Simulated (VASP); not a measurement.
# C (Fd-3m) in VASP: notebook

One crystal, C, is run at these levels: PBE; tasks: G0W0 quasiparticle levels.

Program: VASP 6.6.1. These are calculated values, not measurements. Logs are shortened: lines on timing, memory, paths and dates and some standing lists are left out, and cuts for length are marked.

**1. The structure**

It takes space group Fd-3m (No. 227, cubic). Conventional cell: a = 3.567 Å, b = 3.567 Å, c = 3.567 Å, α = 90.00°, β = 90.00°, γ = 90.00°. C (site symmetry -43m) has 4 C at 1.54 Å as nearest neighbours.

This isn't the form of C at room conditions, which is graphite.

**2. G0W0 quasiparticle levels, PBE**

POSCAR reads:

```
C
1.0
    0.0000000000      1.7833700000      1.7833700000
    1.7833700000      0.0000000000      1.7833700000
    1.7833700000      1.7833700000      0.0000000000
C
2
Direct
    0.7500000000      0.7500000000      0.7500000000
    0.5000000000      0.5000000000      0.5000000000
```

INCAR.step1 reads:

```
SYSTEM = C
ALGO = Normal ; EDIFF = 1E-8
ENCUT = 450 ; GGA = PE
ISMEAR = 0 ; LASPH = .TRUE.
LCHARG = .FALSE. ; LREAL = .FALSE.
LWAVE = .TRUE. ; NELM = 60
PREC = Accurate ; SIGMA = 0.01
```

INCAR.step2 reads:

```
SYSTEM = C
ALGO = Exact ; EDIFF = 1E-8
ENCUT = 450 ; GGA = PE
ISMEAR = 0 ; ISTART = 1
LASPH = .TRUE. ; LCHARG = .FALSE.
LOPTICS = .TRUE. ; LREAL = .FALSE.
LWAVE = .TRUE. ; NBANDS = 17
NELM = 1 ; PREC = Accurate
SIGMA = 0.01
```

INCAR.step3 reads:

```
SYSTEM = C
ALGO = EVGW0 ; EDIFF = 1E-8
ENCUT = 450 ; ENCUTGW = 200
GGA = PE ; ISMEAR = 0
ISTART = 1 ; LASPH = .TRUE.
LCHARG = .FALSE. ; LREAL = .FALSE.
LWAVE = .FALSE. ; NBANDS = 17
NBANDSGW = 12 ; NELMGW = 1
NOMEGA = 48 ; PREC = Accurate
PRECFOCK = Fast ; SIGMA = 0.01
```

KPOINTS reads:

```
k-points
0
G
  3 3 3
  0 0 0
```

Potentials or basis: VASP PAW PBE potentials, release 64 (C_GW).

Launch:

```sh
$ cat potpaw_PBE.64/C_GW/POTCAR > POTCAR
$ cp INCAR.step1 INCAR
$ mpirun -np 1 vasp_std > vasp.out
$ cp INCAR.step2 INCAR
$ mpirun -np 1 vasp_std > vasp.out
$ cp INCAR.step3 INCAR
$ mpirun -np 1 vasp_std > vasp.out
```

OUTCAR:

```text
SYSTEM = C
   EDIFF = 1E-8
   ENCUT = 450
   ENCUTGW = 200
   GGA = PE
   ISMEAR = 0
   ISTART = 1
   LASPH = .TRUE.
   LREAL = .FALSE.
   NELMGW = 1
   PREC = Accurate
   PRECFOCK = Fast

 Found      4 irreducible k-points:

 Following reciprocal coordinates:
            Coordinates               Weight
  0.000000  0.000000  0.000000      1.000000
  0.333333  0.000000  0.000000      8.000000
  0.333333  0.333333  0.000000      6.000000
 -0.333333  0.333333  0.000000     12.000000
   k-points           NKPTS =      4   k-points in BZ     NKDIM =     27   number of bands    NBANDS=     17
   number of dos      NEDOS =    301   number of ions     NIONS =      2
   total plane-waves  NPLWV =   5832
   dimension x,y,z NGX =    18 NGY =   18 NGZ =   18
   dimension x,y,z NGXF=    36 NGYF=   36 NGZF=   36
   ions per type =               2
   NGX,Y,Z   is equivalent  to a cutoff of  11.86, 11.86, 11.86 a.u.
   NGXF,Y,Z  is equivalent  to a cutoff of  23.73, 23.73, 23.73 a.u.
 SYSTEM =  C
   PREC   = accura    normal or accurate (medium, high low for compatibility)
   ISTART =      1    job   : 0-new  1-cont  2-samecut
   ICHARG =      0    charge: 1-file 2-atom 10-const
   ISPIN  =      1    spin polarized calculation?
   LNONCOLLINEAR =      F non collinear calculations
   LSORBIT =      F    spin-orbit coupling
   LASPH  =      T    aspherical Exc in radial PAW
   ENCUT  =  450.0 eV  33.07 Ry    5.75 a.u.   4.36  4.36  4.36*2*pi/ulx,y,z
   NELM   =     60;   NELMIN=  2; NELMDL=  0     # of ELM steps
   EDIFF  = 0.1E-07   stopping-criterion for ELM
   LREAL  =      F    real-space projection
   EDIFFG = 0.1E-06   stopping-criterion for IOM
   NSW    =      0    number of steps for IOM
   IBRION =     -1    ionic relax: 0-MD 1-quasi-New 2-CG
   NFREE  =      0    steps in history (QN), initial steepest desc. (CG)
   ISIF   =      0    stress and relaxation
   ISYM   =      3    0-nonsym 1-usesym 2-fastsym
   POTIM  = 0.5000    time-step for ionic-motion
   TEBEG  =    0.0;   TEEND  =   0.0 temperature during run
   PSTRESS=    0.0 pullay stress
   NELECT =       8.0000    total number of electrons
   NUPDOWN=      -1.0000    fix difference up-down
   EMIN   =  10.00;   EMAX   =-10.00  energy-range for DOS
   EFERMI =   0.00;   METHOD = LEGACY
   ISMEAR =     0;   SIGMA  =   0.01  broadening in eV -4-tet -1-fermi 0-gaus
   EFERMI_NEDOS =   21; number of points for ismear=-14 and -15
   IALGO  =     38    algorithm
   IMIX   =      4    mixing-type and parameters
     AMIX     =   0.40;   BMIX     =  1.00
     AMIX_MAG =   1.60;   BMIX_MAG =  1.00
  volume/ion in A,a.u.               =       5.67        38.28
  Fermi-wavevector in a.u.,A,eV,Ry     =   1.457203  2.753714 28.891161  2.123440
  Thomas-Fermi vector in A             =   2.574032
   LORBIT       =      0    0 simple, 1 ext, 2 COOP (PROOUT), +10 PAW based schemes
   GGA     = PE    functional components
   LHFCALC =     T    Hartree Fock is set to
   PRECFOCK=fast      Normal, Fast or Accurate (Low or Medium for compatibility)
   ENCUT4O =  -1.0   cutoff for four orbital integrals eV
   NKREDX  =     1    reduce k-point grid by
   NKREDY  =     1    reduce k-point grid by
   NKREDZ  =     1    reduce k-point grid by
   AEXX    =    1.0000 exact exchange contribution
   HFSCREEN=    0.0000 screening length (either q_TF or 0.3 A-1)
   HFSCREENC=   0.0000 screening length for correlation (either q_TF or 0.3 A-1)
   ENCUTFOCK=  -1.0 apply spherical cutoff to Coloumb kernel
   IVDW    =     0    specifies the selected vdW correction
   LEPSILON=     F    determine dielectric tensor
   LRPA    =     F    only Hartree local field effects (RPA)
   LRPAFORCE           =     F    calculate RPA forces
   ENCUTGW             = 200.0    cutoff for response function in eV
   ENCUTGWSOFT         = 160.0    soft cutoff for Coulomb kernel in GW response function in eV
   ENCUTLF             =  -1.0    cutoff for local field effects
   NELMGW              =     1    number of iterations in solving QP/BSE equation
   NELMHF              =     1    number of iterations in the inner HF iteration
   NKREDLFX            =     1    NKREDLFY  =   1   NKREDLFZ  =   1
 non-spin polarized calculation
 Gauss-broadening in eV      SIGMA  =   0.01
  energy-cutoff  :      450.00
  volume of cell :       11.34
 maximum number of plane-waves:       259
 NGX is ok and might be reduce to    18
  NGX = 10; NGY = 10; NGZ = 10
   NGX =  9   NGY =  9   NGZ =  9
 maximum number of plane-waves:        76

 QP shifts <psi_nk| G(iteration)W_0 |psi_nk>: iteration 1
 for sc-GW calculations column KS-energies equals QP-energies in previous step
 and V_xc(KS)=  KS-energies - (<T + V_ion + V_H > + <T+V_H+V_ion>^1  + <V_x>^1)

 k-point   1 :       0.0000    0.0000    0.0000
  band No.  KS-energies  QP-energies   sigma(KS)   V_xc(KS)     V^pw_x(r,r')   Z            occupation Imag(sigma)

      1     -11.6473     -12.9151     -16.4524     -14.7556     -25.3472       0.7472       2.0000       1.5781
      2       9.8679       9.8912     -16.7887     -16.8171     -19.9899       0.8182       2.0000       0.1169
      3       9.8679       9.8912     -16.7887     -16.8171     -19.9899       0.8182       2.0000       0.1169
      4       9.8679       9.8912     -16.7887     -16.8171     -19.9899       0.8182       2.0000       0.1169
      5      15.4341      17.1895     -13.3495     -15.5106      -8.7983       0.8123       0.0000      -0.1261
      6      15.4341      17.1895     -13.3495     -15.5106      -8.7983       0.8123       0.0000      -0.1261
      7      15.4341      17.1895     -13.3495     -15.5106      -8.7983       0.8123       0.0000      -0.1261
      8      23.1878      24.8082     -14.2677     -16.3713      -7.5094       0.7703       0.0000      -0.3428
      9      29.1228      29.9854     -10.7146     -11.7768      -4.2105       0.8120       0.0000      -0.4549
     10      36.3294      38.3837     -11.3921     -13.8641      -5.7988       0.8310       0.0000      -0.5745
     11      36.3294      38.3837     -11.3921     -13.8641      -5.7988       0.8310       0.0000      -0.5745
     12      37.3230      38.9037      -9.5105     -11.4342      -3.1747       0.8217       0.0000      -0.9965

 k-point   2 :       0.3333    0.0000    0.0000
  band No.  KS-energies  QP-energies   sigma(KS)   V_xc(KS)     V^pw_x(r,r')   Z            occupation Imag(sigma)
[... 33 lines left out ...]
      1      -4.2127      -5.2216     -16.9507     -15.6623     -23.8906       0.7830       2.0000       0.7101
      2      -1.0910      -1.9109     -16.7200     -15.6693     -22.6185       0.7803       2.0000       0.4159
      3       0.4601      -0.1958     -15.5563     -14.7311     -20.4133       0.7948       2.0000       0.2673
      4       5.1713       4.8401     -16.4287     -16.0176     -20.5476       0.8059       2.0000       0.1658
      5      16.1747      17.4402     -12.2960     -13.8331      -7.4417       0.8233       0.0000      -0.1376
      6      22.7827      24.9955     -13.4608     -16.2645      -7.3004       0.7893       0.0000      -0.2906
      7      23.3949      25.3791     -13.2819     -15.8044      -6.9698       0.7865       0.0000      -0.3076
      8      24.8609      26.8946     -13.6530     -16.2715      -6.8366       0.7767       0.0000      -0.3890
      9      26.7823      28.2895     -11.9271     -13.7675      -6.2290       0.8189       0.0000      -0.3046
     10      33.5173      35.2512     -10.8502     -12.9221      -5.2095       0.8369       0.0000      -0.5369
     11      34.6985      36.7956     -12.4754     -15.1757      -4.6899       0.7766       0.0000      -0.8612
     12      43.6201      45.3016      -9.9887     -12.0205      -3.2034       0.8276       0.0000      -1.2510
```

OUTCAR.step2:

```text
SYSTEM = C
   EDIFF = 1E-8
   ENCUT = 450
   GGA = PE
   ISMEAR = 0
[... 518 lines left out ...]
  --------------------------------------------------------------------------------------------------------------
     0.00000     9.69633     9.69633     9.69633    -0.00000    -0.00000     0.00000
     0.84786     9.79005     9.79005     9.79005    -0.00000    -0.00000     0.00000
     1.69573    10.09413    10.09413    10.09413    -0.00000    -0.00000     0.00000
     2.54359    10.68344    10.68344    10.68344    -0.00000    -0.00000     0.00000
     3.39146    11.76553    11.76553    11.76553    -0.00000    -0.00000     0.00000
     4.23932    14.04691    14.04691    14.04691    -0.00000    -0.00000     0.00000
[... 92 lines left out ...]
    83.09067     0.83191     0.83191     0.83191     0.00000     0.00000    -0.00000
    83.93853     0.83564     0.83564     0.83564     0.00000     0.00000    -0.00000
```

It used 2.2 s of CPU time on 1 thread of Intel(R) Xeon(R) 6975P-C (Granite Rapids), with other jobs on the host, which was overloaded at the time.

These settings aren't checked as converged: the numbers below hold their error.

What came out:

* Band gap on the k mesh, mean-field level: 4.11 eV, indirect (least direct gap 5.57 eV)
* Quasiparticle gap: 5.31 eV
* Least direct quasiparticle gap: 7.30 eV

Caveat: the k mesh is coarse (spacing up to 1.02 Å⁻¹), so the values aren't converged; bands, screening cutoff and mesh are small and nothing is extrapolated, so the quasiparticle values aren't converged; an odd mesh through Γ misses points on the zone boundary, where band edges often lie.

(Continued in part 2 of 3.)
